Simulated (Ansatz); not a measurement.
Input and command of a calculation in Ansatz (plane waves; scalar-relativistic PAW potentials unless the input names others):

```yaml
crystal:
  lattice:
    - [2.868988897, 0.0, 0.0]
    - [0.0, 2.868988897, 0.0]
    - [0.0, 0.0, 3.147824163]
  atoms:
    - { symbol: Al, position: [0.0, 0.0, 0.0] }
    - { symbol: Ru, position: [0.5, 0.5, 0.5] }
basis:
  ecutwfc: "400 eV"
kpoints:
  mp_grid: { grid: [18, 18, 18] }
hamiltonian:
  xc: pbe
scf:
  occupations: { method: gaussian, width: 0.1 }
output:
  forces: true
  eigenvalues: true
  stress: true
```

```bash
ansatz run input.yaml --threads 1 --pin off --max-ram 2560MiB --backend cpu --events-out ev --progress --plain --runs-dir out
```

Abridged log:
```
Warning: basis.ecutwfc = 400 eV is below the records' recommended 420 eV, and the density's cutoff is lower with it unless basis.ecutrho_ratio is high enough to keep the records' density cutoff: compare with a run at a higher cutoff
Basis set: ecut = 400 eV, 479 PW (Γ), exchange–correlation on 40×40×48 points (8 copies of the dense FFT grid, shifted against one another)
Bands: 14, of which v1, the nominal top of the filled ones, is band 10 counted from 1 (9 counted from 0)
Symmetry: 16 space group operations
k-points: 550 of 5832
SCF iter   1: F=—  HF=-6417.351687 eV  |F-HF|=—  |Δ(HF+E_count)|=         —  Δρ=4.53e-3  dr2=4.41e-3  ethr=1.77e-3  ⟨swp⟩=5.0  Hψ=40430  notcnv=0
SCF iter   2: F=—  HF=-6417.350670 eV  |F-HF|=—  |Δ(HF+E_count)|=   1.02e-3  Δρ=2.49e-3  dr2=1.79e-3  ethr=2.32e-5  ⟨swp⟩=2.0  Hψ=12698  notcnv=0
SCF iter   3: F=—  HF=-6417.350233 eV  |F-HF|=—  |Δ(HF+E_count)|=   4.37e-4  Δρ=2.56e-4  dr2=1.17e-5  ethr=9.43e-6  ⟨swp⟩=2.3  Hψ=9883  notcnv=0
SCF iter   4: F=—  HF=-6417.350297 eV  |F-HF|=—  |Δ(HF+E_count)|=   6.39e-5  Δρ=9.61e-5  dr2=1.07e-6  ethr=6.14e-8  ⟨swp⟩=2.9  Hψ=12976  notcnv=0
SCF iter   5: F=-6417.350297 eV  HF=-6417.350297 eV  |F-HF|=4.08e-8  |Δ(HF+E_count)|=   3.03e-7  Δρ=2.16e-5  dr2=7.96e-8  ethr=5.63e-9  ⟨swp⟩=2.4  Hψ=12068  notcnv=0
SCF iter   6: F=-6417.350297 eV  HF=-6417.350297 eV  |F-HF|=1.19e-10  |Δ(HF+E_count)|=   6.75e-9  Δρ=2.73e-6  dr2=7.57e-10  ethr=4.19e-10  ⟨swp⟩=2.8  Hψ=29757  notcnv=0
SCF 1 converged in 6 iterations: F = -6417.350297 eV  dr2 = 7.57e-10
SCF converged after 6 iterations
Free energy (F): -6417.350297 eV
Harris-Foulkes:  -6417.350297 eV  (|F-HF|=1.19e-10)
Internal energy: -6417.342985 eV  (E = F + TS)
E sigma→0 (E₀):  -6417.346641 eV
Entropy (-TS):   -0.007312 eV (-3.656 meV/atom)
Fermi energy:    16.815112 eV
--- Forces (eV/Å), atoms counted from 1 ---
  atom   1  Al     0.00000000     0.00000000     0.00000000
  atom   2  Ru     0.00000000     0.00000000     0.00000000
--- Stress (GPa, compression-positive) ---
       16.610000       0.000000       0.000000
        0.000000      16.610000       0.000000
        0.000000       0.000000       0.013312
  P = ⅓ Tr σ = 11.0778 GPa (110.778 kbar)
```

Apart from outputs, empty bands and the relaxation, which only the reference makes, the input differs from a reference run on usual settings in basis.ecutwfc: 420 → "400 eV". The reference, at the same geometry, ended its own course with pressure 11.07 GPa, largest force 0.000 eV/Å, no gap on the mesh. This run converged in 6 SCF iterations with an energy at zero smearing 0.52 meV/atom above the reference's, pressure 11.08 GPa, largest force 0.000 eV/Å, no gap on the mesh. Its cutoff is looser than usual, yet energy, pressure and forces hardly moved.

It took 8.8 s on 1 thread of Arm Neoverse V2, on a shared host, peak memory 0.42 GiB.